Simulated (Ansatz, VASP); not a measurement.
**Ba in VASP and in Ansatz**

INCAR

```
SYSTEM = Ba
PREC = Accurate
ENCUT = 520
EDIFF = 1E-7
ISMEAR = 0
SIGMA = 0.15
LREAL = .False.
LASPH = .True.
NELM = 100
ALGO = Fast
ISIF = 2
LWAVE = .False.
LCHARG = .True.
GGA = PE
LELF = .True.
LVHAR = .True.
NBANDS = 11
```

KPOINTS

```
regular mesh
0
Gamma
  14 14 14
  0 0 0
```

File POSCAR:

```
Ba
1.0
    0.0000000000      3.0069572248      3.2484158899
    3.0069572248      0.0000000000      3.2484158899
    3.0069572248      3.0069572248      0.0000000000
Ba
1
Direct
    0.0000000000      0.0000000000      0.0000000000
```

Input for Ansatz:

```yaml
crystal:
  lattice:
    - [0.0, 3.0069572248, 3.2484158899]
    - [3.0069572248, 0.0, 3.2484158899]
    - [3.0069572248, 3.0069572248, 0.0]
  atoms:
    - { symbol: Ba, position: [0.0, 0.0, 0.0] }
basis:
  ecutwfc: 420
kpoints:
  mp_grid: { grid: [14, 14, 14] }
hamiltonian:
  xc: pbe
scf:
  occupations: { method: gaussian, width: 0.15 }
output:
  forces: true
  stress: true
  eigenvalues: true
```

Alike in both runs: task single point; functional PBE; k mesh 14 × 14 × 14; occupations gaussian, width 0.15 eV; no spin polarisation.

|  | VASP | Ansatz |
| --- | --- | --- |
| version | VASP 6.6.1 | Ansatz 0.2.0 |
| potentials or method | VASP PAW PBE potentials, release 64 (Ba_sv) | scalar-relativistic, plane waves, PAW |
| plane-wave cutoff (eV) | 520 | 420 |
| valence electrons in the cell | 10 | 10 |

|  | VASP | Ansatz | Ansatz less VASP |
| --- | --- | --- | --- |
| gap on the k mesh at the Fermi level (eV) | none | none | - |
| pressure (GPa) | 0.9 | 0.8 | -0.07 |
| largest component of the traceless stress (GPa) | 0.25 | 0.25 | -0.002 |

A gap of «none» marks a metal or a gap that the smearing closes. With one functional, cell and mesh, what is left measures potentials, basis and numerics.

The runs have no spin-orbit coupling, so splittings on Ba are missing.
